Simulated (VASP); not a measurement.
Runs of VASP 6.6.1 on KBr. It takes space group Fm-3m (No. 225, cubic). The conventional cell has a = 6.600 Å, b = 6.600 Å, c = 6.600 Å, α = 90.00°, β = 90.00°, γ = 90.00°. Around K (site symmetry m-3m) lie 6 Br at 3.30 Å. Br (site symmetry m-3m) is surrounded by 6 K at 3.30 Å. 

```tsv
task	level	cell	k mesh	cutoff (eV)	grid for exact exchange (PRECFOCK)	exchange at q = 0	share of exact exchange	screening parameter	gap on the mesh (eV)	pressure (GPa)
relaxation of cell and atoms	PBEsol	relaxed	8 × 8 × 8	600	-	-	-	-	(a)	0.0
band structure	PBE0	Fm-3m, 35.28 Å³/atom	4 × 4 × 4	520	Fast	truncated	-	-	6.37	0.8
band structure	PBE-EpsX	Fm-3m, 35.28 Å³/atom	4 × 4 × 4	520	Fast	truncated	0.3884	-	7.44	0.6
band structure	HSE06	Fm-3m, 35.28 Å³/atom	4 × 4 × 4	520	Fast	-	-	0.2 1/A	(b)	0.8
```

Alike in all rows: potentials or basis VASP PAW PBE potentials, release 64 (K_sv, Br); no spin polarisation; smearing gaussian 0.03 eV.

Q: Fill in the values left out.

A: (a) 4.32; (b) 5.68.

Caveats: the PAW data sets were made with another functional, which shifts forces and pressure a little.

A k mesh can miss the band edges, and the runs leave out spin-orbit coupling on Br.

Runs at the PBE level aren't shown here.
